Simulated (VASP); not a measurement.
Here is the system:

```
CELL_PARAMETERS angstrom
      4.09802     0.00000     0.00000
      0.00000     4.09802     0.00000
      0.00000     0.00000     4.09802
ATOMIC_POSITIONS crystal
  Ba 0.00000 0.00000 0.00000
  Sn 0.50000 0.50000 0.50000
  O  0.50000 0.00000 0.50000
  O  0.00000 0.50000 0.50000
  O  0.50000 0.50000 0.00000
```

All values below come from LDA (Ceperley-Alder, Perdew-Zunger), VASP's LDA PAW potentials (set 64) (plane waves; VASP). Numerical set-up: 520 eV cut-off, 5×5×5 Γ-centred mesh, Gaussian smearing of 0.050 eV, potentials Ba_sv Sn_d O.

Predict the energy per atom (σ→0).

| Item | Value |
|---|---|
| energy per atom (σ→0) | -7.092 eV/atom |

The compound is BaSnO3 in the cubic perovskite structure. It was relaxed first. The start is the result of an earlier pass.
